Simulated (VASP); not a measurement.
# InAs (Fm-3m) in VASP: notebook

The runs below take InAs through single point, atomic charges, electron localisation function, with PBE, LDA.

Program: VASP 6.6.1. These are calculated values, not measurements. Logs are shortened: lines on timing, memory, paths and dates and some standing lists are left out, and cuts for length are marked.

## Step 1: The structure

It takes space group Fm-3m (No. 225, cubic). Conventional cell: a = 5.755 Å, b = 5.755 Å, c = 5.755 Å, α = 90.00°, β = 90.00°, γ = 90.00°. In (site symmetry m-3m) is surrounded by 6 As at 2.88 Å. As (site symmetry m-3m) has 6 In at 2.88 Å as nearest neighbours.

Measurements of this composition are mostly on another form, of space group No. 216.

## Step 2: Single point, PBE

Input file INCAR:

```
ALGO = Normal ; EDIFF = 1E-7
ENCUT = 450 ; GGA = PE
ISIF = 2 ; ISMEAR = 0
LASPH = T ; LCHARG = F
LREAL = F ; LWAVE = F
NBANDS = 16 ; NELM = 60
PREC = Accurate ; SIGMA = 0.02
```

Input file KPOINTS:

```
k-points
0
Gamma
  3 3 3
```

Input file POSCAR:

```
InAs
1.0
    0.0000000000      2.8773040000      2.8773040000
    2.8773040000      0.0000000000      2.8773040000
    2.8773040000      2.8773040000      0.0000000000
In As
1 1
Direct
    0.5000000000      0.5000000000      0.5000000000
    0.0000000000      0.0000000000      0.0000000000
```

Potentials or basis: VASP PAW PBE potentials, release 64 (In_d_GW, As_GW).

Command:

```sh
$ cat potpaw_PBE.64/In_d_GW/POTCAR potpaw_PBE.64/As_GW/POTCAR > POTCAR
$ mpirun -np 1 vasp_std > vasp.out
```

OUTCAR:

```text
EDIFF = 1E-7
   ENCUT = 450
   GGA = PE
   ISIF = 2
   ISMEAR = 0
   LASPH = T
   LREAL = F
   NELM = 60
   PREC = Accurate

 ion  position               nearest neighbor table
   1  0.500  0.500  0.500-   2 2.88   2 2.88   2 2.88   2 2.88   2 2.88   2 2.88
   2  0.000  0.000  0.000-   1 2.88   1 2.88   1 2.88   1 2.88   1 2.88   1 2.88

  LATTYP: Found a face centered cubic cell.
 ALAT       =     5.7546080000

  Lattice vectors:

 A1 = (   0.0000000000,   2.8773040000,   2.8773040000)
 A2 = (   2.8773040000,   0.0000000000,   2.8773040000)
 A3 = (   2.8773040000,   2.8773040000,   0.0000000000)

Analysis of symmetry for initial positions (statically):
=====================================================================
 Subroutine PRICEL returns:
 Original cell was already a primitive cell.

 Routine SETGRP: Setting up the symmetry group for a
 face centered cubic supercell.

 Subroutine GETGRP returns: Found 48 space group operations
 (whereof 48 operations were pure point group operations)
 out of a pool of 48 trial point group operations.

The static configuration has the point symmetry O_h .

Analysis of symmetry for dynamics (positions and initial velocities):
=====================================================================
 Subroutine PRICEL returns:
 Original cell was already a primitive cell.

 Routine SETGRP: Setting up the symmetry group for a
 face centered cubic supercell.

 Subroutine GETGRP returns: Found 48 space group operations
 (whereof 48 operations were pure point group operations)
 out of a pool of 48 trial point group operations.

The dynamic configuration has the point symmetry O_h .

 Subroutine INISYM returns: Found 48 space group operations
 (whereof 48 operations are pure point group operations),
 and found     1 'primitive' translations

----------------------------------------------------------------------------------------

                                     Primitive cell

  volume of cell :      47.6417

  direct lattice vectors                    reciprocal lattice vectors
     0.000000000  2.877304000  2.877304000    -0.173773783  0.173773783  0.173773783
     2.877304000  0.000000000  2.877304000     0.173773783 -0.173773783  0.173773783
     2.877304000  2.877304000  0.000000000     0.173773783  0.173773783 -0.173773783

  length of vectors
     4.069122340  4.069122340  4.069122340     0.300985021  0.300985021  0.300985021

  position of ions in fractional coordinates (direct lattice)
     0.500000000  0.500000000  0.500000000
     0.000000000  0.000000000  0.000000000

  ion indices of the primitive-cell ions
   primitive index   ion index
                 1           1
                 2           2

----------------------------------------------------------------------------------------

 KPOINTS: k-points

Automatic generation of k-mesh.
 Grid dimensions read from file:
 generate k-points for:    3    3    3

 Generating k-lattice:

  Cartesian coordinates                     Fractional coordinates (reciprocal lattice)
    -0.057924594  0.057924594  0.057924594     0.333333333  0.000000000  0.000000000
     0.057924594 -0.057924594  0.057924594     0.000000000  0.333333333  0.000000000
     0.057924594  0.057924594 -0.057924594     0.000000000  0.000000000  0.333333333

  Length of vectors
     0.100328340  0.100328340  0.100328340

  Shift w.r.t. Gamma in fractional coordinates (k-lattice)
     0.000000000  0.000000000  0.000000000

 Subroutine IBZKPT returns following result:
 ===========================================

 Found      4 irreducible k-points:

 Following reciprocal coordinates:
            Coordinates               Weight
  0.000000  0.000000  0.000000      1.000000
  0.333333  0.000000  0.000000      8.000000
  0.333333  0.333333  0.000000      6.000000
 -0.333333  0.333333  0.000000     12.000000
   k-points           NKPTS =      4   k-points in BZ     NKDIM =      4   number of bands    NBANDS=     16
   number of dos      NEDOS =    301   number of ions     NIONS =      2
   total plane-waves  NPLWV =  21952
   dimension x,y,z NGX =    28 NGY =   28 NGZ =   28
   dimension x,y,z NGXF=    56 NGYF=   56 NGZF=   56
   ions per type =               1   1
   NGX,Y,Z   is equivalent  to a cutoff of  11.44, 11.44, 11.44 a.u.
   NGXF,Y,Z  is equivalent  to a cutoff of  22.88, 22.88, 22.88 a.u.
 SYSTEM =  unknown system
   PREC   = accura    normal or accurate (medium, high low for compatibility)
   ISTART =      0    job   : 0-new  1-cont  2-samecut
   ICHARG =      2    charge: 1-file 2-atom 10-const
   ISPIN  =      1    spin polarized calculation?
   LNONCOLLINEAR =      F non collinear calculations
   LSORBIT =      F    spin-orbit coupling
   LASPH  =      T    aspherical Exc in radial PAW
   ENCUT  =  450.0 eV  33.07 Ry    5.75 a.u.   7.04  7.04  7.04*2*pi/ulx,y,z
   NELM   =     60;   NELMIN=  2; NELMDL= -5     # of ELM steps
   EDIFF  = 0.1E-06   stopping-criterion for ELM
   LREAL  =      F    real-space projection
   EDIFFG = 0.1E-05   stopping-criterion for IOM
   NSW    =      0    number of steps for IOM
   IBRION =     -1    ionic relax: 0-MD 1-quasi-New 2-CG
   NFREE  =      0    steps in history (QN), initial steepest desc. (CG)
   ISIF   =      2    stress and relaxation
   ISYM   =      2    0-nonsym 1-usesym 2-fastsym
   POTIM  = 0.5000    time-step for ionic-motion
   TEBEG  =    0.0;   TEEND  =   0.0 temperature during run
   PSTRESS=    0.0 pullay stress
   NELECT =      18.0000    total number of electrons
   NUPDOWN=      -1.0000    fix difference up-down
   EMIN   =  10.00;   EMAX   =-10.00  energy-range for DOS
   EFERMI =   0.00;   METHOD = LEGACY
   ISMEAR =     0;   SIGMA  =   0.02  broadening in eV -4-tet -1-fermi 0-gaus
   EFERMI_NEDOS =   21; number of points for ismear=-14 and -15
   IALGO  =     38    algorithm
   IMIX   =      4    mixing-type and parameters
     AMIX     =   0.40;   BMIX     =  1.00
     AMIX_MAG =   1.60;   BMIX_MAG =  1.00
  volume/ion in A,a.u.               =      23.82       160.75
  Fermi-wavevector in a.u.,A,eV,Ry     =   1.183505  2.236499 19.057448  1.400683
  Thomas-Fermi vector in A             =   2.319738
   LORBIT       =      0    0 simple, 1 ext, 2 COOP (PROOUT), +10 PAW based schemes
   GGA     = PE    functional components
   LHFCALC =     F    Hartree Fock is set to
   AEXX    =    0.0000 exact exchange contribution
   IVDW    =     0    specifies the selected vdW correction
   LEPSILON=     F    determine dielectric tensor
   LRPA    =     F    only Hartree local field effects (RPA)
 non-spin polarized calculation
 Gauss-broadening in eV      SIGMA  =   0.02
  energy-cutoff  :      450.00
  volume of cell :       47.64
 maximum number of plane-waves:      1044
   NGX = 15   NGY = 15   NGZ = 15

 number of electron      18.0000007 magnetization

 Free energy of the ion-electron system (eV)
  ---------------------------------------------------
  ext. energy  EPLUGINS =         0.00000000
  ---------------------------------------------------
  free energy    TOTEN  =        -6.72416597 eV

  energy without entropy =       -6.71756150  energy(sigma->0) =       -6.72086373

 E-fermi :   4.8464     XC(G=0): -10.0695

 val. band max:        4.8442068312   @ k =   0.3333   0.0000   0.0000
 cond. band min:       5.3360947570   @ k =  -0.3333   0.3333   0.0000
 fundamental gap:      0.4918879258
 Fermi energy:         4.8464315274

 k-point     1 :       0.0000    0.0000    0.0000
  band No.  band energies     occupation
      1      -9.5370      2.00000
      2      -9.5370      2.00000
      3      -9.5225      2.00000
      4      -9.5225      2.00000
      5      -9.5225      2.00000
      6      -7.2837      2.00000
[... 8 lines left out ...]
     15      12.2567      0.00000
     16      12.2567      0.00000

 k-point     2 :       0.3333    0.0000    0.0000
  band No.  band energies     occupation
      1      -9.5740      2.00000
      2      -9.5740      2.00000
      3      -9.5259      2.00000
      4      -9.4814      2.00000
      5      -9.4814      2.00000
      6      -6.2022      2.00000
[... 8 lines left out ...]
     15      14.5314      0.00000
     16      14.5314      0.00000

 k-point     3 :       0.3333    0.3333    0.0000
  band No.  band energies     occupation
      1      -9.7140      2.00000
      2      -9.5497      2.00000
      3      -9.5124      2.00000
      4      -9.4654      2.00000
      5      -9.4654      2.00000
      6      -5.6841      2.00000
[... 8 lines left out ...]
     15      16.4647      0.00000
     16      17.8866      0.00000

 k-point     4 :      -0.3333    0.3333    0.0000
  band No.  band energies     occupation
      1      -9.6923      2.00000
      2      -9.5510      2.00000
      3      -9.5155      2.00000
      4      -9.4835      2.00000
      5      -9.4621      2.00000
      6      -4.9739      2.00000
[... 8 lines left out ...]
     15      15.2141      0.00000
     16      16.7870      0.00000

------------------------ aborting loop because EDIFF is reached ----------------------------------------

  FORCE on cell =-STRESS in cart. coord.  units (eV):
  Direction    XX          YY          ZZ          XY          YZ          ZX
  --------------------------------------------------------------------------------------
  -------------------------------------------------------------------------------------
  Total        0.7894623      0.7894623      0.7894623      0.0000000     -0.0000000      0.0000000
  in kB       26.5493997     26.5493997     26.5493997      0.0000000     -0.0000000      0.0000000
  external PRESSURE =      26.5493997 kB  Pullay stress =       0.0000000 kB

 VOLUME and BASIS-vectors are now :
 -----------------------------------------------------------------------------
  energy-cutoff  :      450.00
  volume of cell :       47.64
      direct lattice vectors                 reciprocal lattice vectors
     0.000000000  2.877304000  2.877304000    -0.173773783  0.173773783  0.173773783
     2.877304000  0.000000000  2.877304000     0.173773783 -0.173773783  0.173773783
     2.877304000  2.877304000  0.000000000     0.173773783  0.173773783 -0.173773783

 POSITION                                       TOTAL-FORCE (eV/Angst)
 -----------------------------------------------------------------------------------
      2.87730      2.87730      2.87730         0.000000      0.000000      0.000000
      0.00000      0.00000      0.00000        -0.000000     -0.000000     -0.000000
 -----------------------------------------------------------------------------------
    total drift:                                0.000000      0.000000      0.000000

  FREE ENERGIE OF THE ION-ELECTRON SYSTEM (eV)
  ---------------------------------------------------
  free  energy   TOTEN  =        -6.7241659661 eV

  energy  without entropy=       -6.7175615015  energy(sigma->0) =       -6.72086373
```

Wall time 14 s (1 thread of Intel Xeon Platinum 8488C (Sapphire Rapids), shared host); peak memory 0.15 GiB.

Results:

| Item | Value |
| --- | --- |
| Free energy | -6.7242 eV |
| Pressure | 2.7 GPa |
| Band gap on the k mesh | none (metal or under the smearing width) |

Caveat: the k mesh is coarse (spacing up to 0.63 Å⁻¹), so the values aren't converged.

## Step 3: Atomic charges, LDA

Input file INCAR:

```
ALGO = Fast
EDIFF = 1E-6
ENCUT = 520
ISIF = 2
ISMEAR = 0
LASPH = True
LCHARG = False
LORBIT = 11
LREAL = False
LWAVE = False
NELM = 100
PREC = Accurate
SIGMA = 0.02
```

Input file KPOINTS:

```
k-points
0
Gamma
  8 8 8
```

POSCAR is that of step 2.

Potentials or basis: VASP PAW LDA potentials, release 64 (In_d, As).

Command:

```sh
$ cat potpaw_LDA.64/In_d/POTCAR potpaw_LDA.64/As/POTCAR > POTCAR
$ mpirun -np 1 vasp_std > vasp.out
```

Wall time 22 s (1 thread of Intel Xeon Platinum 8488C (Sapphire Rapids), shared host); peak memory 0.15 GiB.

Results (log left out):

* Free energy: -8.6995 eV
* Pressure: -4.9 GPa
* Band gap on the k mesh: none (metal or under the smearing width)
* Valence electrons inside the program's atomic spheres: In 11.35; As 2.73

Levels at points of the mesh, in eV from the Fermi level:
| k point | band 6 | band 7 | band 8 | band 9 | band 10 | band 11 | band 12 | band 13 |
| --- | --- | --- | --- | --- | --- | --- | --- | --- |
| (0.00, 0.00, 0.00) | -12.16 | -0.86 | -0.24 | -0.24 | -0.24 | 7.20 | 7.20 | 7.21 |
| (0.50, 0.00, 0.00) | -10.50 | -6.58 | 0.16 | 0.16 | 2.02 | 3.19 | 3.19 | 4.27 |
| (0.50, 0.50, 0.00) | -9.62 | -4.73 | -3.08 | -2.26 | -2.26 | 3.87 | 9.02 | 9.02 |

## Step 4: Electron localisation function, LDA

Input file INCAR:

```
SYSTEM = InAs
PREC = Accurate
ENCUT = 520
EDIFF = 1E-6
ISMEAR = 0
SIGMA = 0.02
LREAL = .FALSE.
LASPH = .TRUE.
NELM = 100
ALGO = Normal
ISIF = 2
LWAVE = .FALSE.
LCHARG = .TRUE.
LELF = .TRUE.
```

Input file KPOINTS:

```
Automatic mesh
0
G
  8 8 8
  0 0 0
```

POSCAR is that of step 3.

Potentials or basis: VASP PAW LDA potentials, release 64 (In_d, As).

Command:

```sh
$ cat potpaw_LDA.64/In_d/POTCAR potpaw_LDA.64/As/POTCAR > POTCAR
$ mpirun -np 1 vasp_std > vasp.out
```

OUTCAR:

```text
SYSTEM = InAs
   PREC = Accurate
   ENCUT = 520
   EDIFF = 1E-6
   ISMEAR = 0
   LREAL = .FALSE.
   LASPH = .TRUE.
   NELM = 100
   ISIF = 2

 ion  position               nearest neighbor table
   1  0.500  0.500  0.500-   2 2.88   2 2.88   2 2.88   2 2.88   2 2.88   2 2.88
   2  0.000  0.000  0.000-   1 2.88   1 2.88   1 2.88   1 2.88   1 2.88   1 2.88

  LATTYP: Found a face centered cubic cell.
 ALAT       =     5.7546080000

  Lattice vectors:

 A1 = (   0.0000000000,   2.8773040000,   2.8773040000)
 A2 = (   2.8773040000,   0.0000000000,   2.8773040000)
 A3 = (   2.8773040000,   2.8773040000,   0.0000000000)

Analysis of symmetry for initial positions (statically):
=====================================================================
 Subroutine PRICEL returns:
 Original cell was already a primitive cell.

 Routine SETGRP: Setting up the symmetry group for a
 face centered cubic supercell.

 Subroutine GETGRP returns: Found 48 space group operations
 (whereof 48 operations were pure point group operations)
 out of a pool of 48 trial point group operations.

The static configuration has the point symmetry O_h .

Analysis of symmetry for dynamics (positions and initial velocities):
=====================================================================
[... 178 lines left out ...]
     11      12.9844      0.00000
     12      12.9844      0.00000
     13      12.9849      0.00000
[... 354 lines left out ...]
  band No.  band energies     occupation
      1      -8.5909      2.00000
      2      -8.4935      2.00000
      3      -8.4314      2.00000
      4      -8.4085      2.00000
      5      -8.3792      2.00000
      6      -4.3075      2.00000
      7      -0.2594      2.00000
      8       3.4717      2.00000
      9       4.2410      2.00000
     10       7.7962      0.00000
     11       8.9706      0.00000
     12      11.5978      0.00000
     13      13.0157      0.00000

 [... further k-points ...]

------------------------ aborting loop because EDIFF is reached ----------------------------------------

  FORCE on cell =-STRESS in cart. coord.  units (eV):
  Direction    XX          YY          ZZ          XY          YZ          ZX
  --------------------------------------------------------------------------------------
  -------------------------------------------------------------------------------------
  Total       -1.4743764     -1.4743764     -1.4743764     -0.0000000     -0.0000000      0.0000000
  in kB      -49.5828764    -49.5828764    -49.5828764     -0.0000000     -0.0000000      0.0000000
  external PRESSURE =     -49.5828764 kB  Pullay stress =       0.0000000 kB

 VOLUME and BASIS-vectors are now :
 -----------------------------------------------------------------------------
  energy-cutoff  :      520.00
  volume of cell :       47.64
      direct lattice vectors                 reciprocal lattice vectors
     0.000000000  2.877304000  2.877304000    -0.173773783  0.173773783  0.173773783
     2.877304000  0.000000000  2.877304000     0.173773783 -0.173773783  0.173773783
     2.877304000  2.877304000  0.000000000     0.173773783  0.173773783 -0.173773783

 POSITION                                       TOTAL-FORCE (eV/Angst)
 -----------------------------------------------------------------------------------
      2.87730      2.87730      2.87730        -0.000000      0.000000      0.000000
      0.00000      0.00000      0.00000         0.000000     -0.000000     -0.000000
 -----------------------------------------------------------------------------------
    total drift:                                0.000000      0.000000      0.000000

  FREE ENERGIE OF THE ION-ELECTRON SYSTEM (eV)
  ---------------------------------------------------
  free  energy   TOTEN  =        -8.6995313056 eV

  energy  without entropy=       -8.6993280004  energy(sigma->0) =       -8.69942965
```

stdout:

```text
POSCAR found type information on POSCAR InAs
 POSCAR found :  2 types and       2 ions
 scaLAPACK will be used
 LDA part: xc-table for (Slater(with rela. corr.)+CA(PZ))
 , standard interpolation
 POSCAR, INCAR and KPOINTS ok, starting setup
 FFT: planning ... GRIDC
 FFT: planning ... GRID_SOFT
 FFT: planning ... GRID
 WAVECAR not read
 entering main loop
```

Wall time 21 s (1 thread of Intel Xeon Platinum 8488C (Sapphire Rapids), shared host); peak memory 0.15 GiB.

Results:

```yaml
Free_energy: -8.6995 eV
Pressure: -5.0 GPa
Band_gap_on_the_k_mesh: none (metal or under the smearing width)
```

Levels at points of the mesh, in eV from the Fermi level:
| k point | band 7 | band 8 | band 9 | band 10 | band 11 | band 12 |
| --- | --- | --- | --- | --- | --- | --- |
| (0.00, 0.00, 0.00) | -0.86 | -0.24 | -0.24 | -0.24 | 7.20 | 7.20 |
| (0.50, 0.00, 0.00) | -6.58 | 0.16 | 0.16 | 2.02 | 3.19 | 3.19 |
| (0.50, 0.50, 0.00) | -4.73 | -3.08 | -2.26 | -2.26 | 3.87 | 9.02 |

## Step 5: The reference run

An earlier run on the cell as given: functional PBE; potentials or basis VASP PAW PBE potentials, release 64 (In_d, As); cutoff 520 eV; k mesh 8 × 8 × 8; occupations fermi-dirac, width 0.05 eV; no spin polarisation.

* Pressure: 0.0 GPa
* Band gap on the k mesh: none (metal or under the smearing width)

## Step 6: Summary

```tsv
task	level	potentials or basis	k mesh	cutoff (eV)	smearing	mesh quality	gap on the mesh (eV)	pressure (GPa)
single point	PBE	VASP PAW PBE potentials, release 64 (In_d_GW, As_GW)	3 × 3 × 3	450	gaussian 0.02 eV	coarse	none	2.7
atomic charges	LDA	VASP PAW LDA potentials, release 64 (In_d, As)	8 × 8 × 8	520	gaussian 0.02 eV	not flagged	none	-4.9
electron localisation function	LDA	VASP PAW LDA potentials, release 64 (In_d, As)	8 × 8 × 8	520	gaussian 0.02 eV	not flagged	none	-5.0
single point	PBE	VASP PAW PBE potentials, release 64 (In_d, As)	8 × 8 × 8	520	fermi-dirac 0.05 eV	not flagged	none	0.0
```

Alike in all rows: no spin polarisation; cell as given.

Caveats: some runs use coarse meshes.

Total energies depend on the potentials used, so only differences within one code and one set of settings carry meaning.
